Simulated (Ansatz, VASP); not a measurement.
**C: VASP beside Ansatz**

Contents of INCAR:

```
SYSTEM = C
PREC = Accurate
ENCUT = 520
EDIFF = 1E-7
ISMEAR = -1
SIGMA = 0.03
LREAL = .FALSE.
LASPH = .TRUE.
NELM = 80
ALGO = Normal
ISIF = 2
LWAVE = .FALSE.
LCHARG = .FALSE.
GGA = PE
NBANDS = 8
```

KPOINTS

```
regular mesh
0
G
  16 16 16
  0 0 0
```

File POSCAR:

```
C
1.0
   -1.1930522556      1.1930522556      1.1663094968
    1.1930522556     -1.1930522556      1.1663094968
    1.1930522556      1.1930522556     -1.1663094968
C
1
Direct
    0.0000000000      0.0000000000      0.0000000000
```

Input for Ansatz:

```yaml
crystal:
  lattice:
    - [-1.1930522556, 1.1930522556, 1.1663094968]
    - [1.1930522556, -1.1930522556, 1.1663094968]
    - [1.1930522556, 1.1930522556, -1.1663094968]
  atoms:
    - { symbol: C, position: [0.0, 0.0, 0.0] }
kpoints:
  mp_grid: { grid: [16, 16, 16] }
scf:
  occupations: { method: fermi_dirac, width: 0.03 }
hamiltonian:
  xc: pbe
  pseudopotentials: { kind: all_electron, lapw: { basis_error: 0.00025 } }
output:
  forces: true
  stress: true
  eigenvalues: true
```

Change from the starting cell: z stretched by -1.5 % at fixed volume.

Alike in both runs: task single point; functional PBE; k mesh 16 × 16 × 16; occupations fermi-dirac, width 0.03 eV; no spin polarisation.

```csv
,VASP,Ansatz
version,VASP 6.6.1,Ansatz 0.2.0
potentials or method,"VASP PAW PBE potentials, release 64 (C)","all-electron LAPW, scalar-relativistic"
plane-wave cutoff (eV),520,see its input
```

|  | VASP | Ansatz | Ansatz less VASP |
| --- | --- | --- | --- |
| pressure (GPa) | 0.1 | -0.1 | -0.14 |
| largest component of the traceless stress (GPa) | 4.69 | 4.69 | -0.003 |

Ansatz ran all-electron here, so the differences hold the error of VASP's frozen core and of both bases.
